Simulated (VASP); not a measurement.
The system is LiF (Griceite).

```
CELL_PARAMETERS angstrom
0.00000 2.01400 2.01400
2.01400 0.00000 2.01400
2.01400 2.01400 0.00000
ATOMIC_POSITIONS crystal
F 0.50000 0.50000 0.50000
Li 0.00000 0.00000 0.00000
```

Program: VASP 6.6.1. Alike in all runs: task band structure; potentials or basis VASP PAW PBE potentials, release 64 (F, Li_sv); no spin polarisation; cell as given; k mesh 8 × 8 × 8; cutoff (eV) 520; smearing gaussian 0.02 eV.

Problem. Order these runs on this cell by their band gap on the k mesh, lowest first.
A. level HSE03
B. level PBE0; exchange at q = 0 truncated
C. level HSE06; screening parameter 0.2 1/A
D. level r2SCAN-EpsX; exchange at q = 0 truncated; share of exact exchange 0.4861

Solution. A (11.10 eV), C (11.41 eV), B (12.14 eV), D (15.43 eV).

